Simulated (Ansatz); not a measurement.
GaN (started from an entry of an open crystallographic database), relaxed with r2SCAN in Ansatz. The symmetry is P6_3mc (No. 186, hexagonal); conventional cell a = 3.183 Å, c = 5.184 Å, 11.37 Å³ an atom. Ga is surrounded by 4 N at 1.95 Å; N is surrounded by 4 Ga at 1.95 Å.

The axes x, y and z are those of this cell:
```
Ga N
1.0
     3.18315    0.00000    0.00000
    -1.59157    2.75669    0.00000
     0.00000    0.00000    5.18363
Ga N
2 2
Direct
  0.33333 0.66667 0.99911
  0.66667 0.33333 0.49911
  0.33333 0.66667 0.37589
  0.66667 0.33333 0.87589
```

Unstrained: With PBE the gap is 1.934 eV and direct, at Γ. The r2SCAN gap is direct at Γ: 2.351 eV. HSE06 gives a direct gap of 3.199 eV at Γ. Meshes: PBE 12×12×6, r2SCAN 12×12×6, HSE06 6×6×4. Strains are changes of length per length. After each strain the atoms were relaxed again with r2SCAN within the symmetry that the strain leaves, so tilts or polar shifts that break it weren't tested; points keep the names that they have in the unstrained zone. Calculated for a static, non-magnetic cell.

**Question.** Apply uniaxial -5.29 % along z, other directions held. How far does the gap move, against the unstrained cell?

**Answer.** PBE: the gap goes from 1.934 to 2.182 eV (+0.248 eV); with r2SCAN the top three valence levels at Γ, grouped 2+1 from the top over 36 meV, become 1+2 over 268 meV. r2SCAN: the gap goes from 2.351 to 2.609 eV (+0.258 eV). HSE06: the gap goes from 3.199 to 3.497 eV (+0.298 eV). The r2SCAN energy rises by 41.4 meV an atom.

**Question.** Apply isotropic +3.89 % on every length. How far does the gap move, against the unstrained cell?

**Answer.** PBE: the gap goes from 1.934 to 1.179 eV (-0.755 eV); with r2SCAN the top three valence levels at Γ, grouped 2+1 from the top over 36 meV, become 2+1 over 19 meV. r2SCAN: the gap goes from 2.351 to 1.556 eV (-0.795 eV). HSE06: the gap goes from 3.199 to 2.327 eV (-0.872 eV). The r2SCAN energy rises by 83.8 meV an atom.

The meshes of the hybrids are coarse, so their gaps aren't converged to the digits shown.

The splittings at Γ are without spin-orbit coupling, which regroups them where it is of like size or larger.
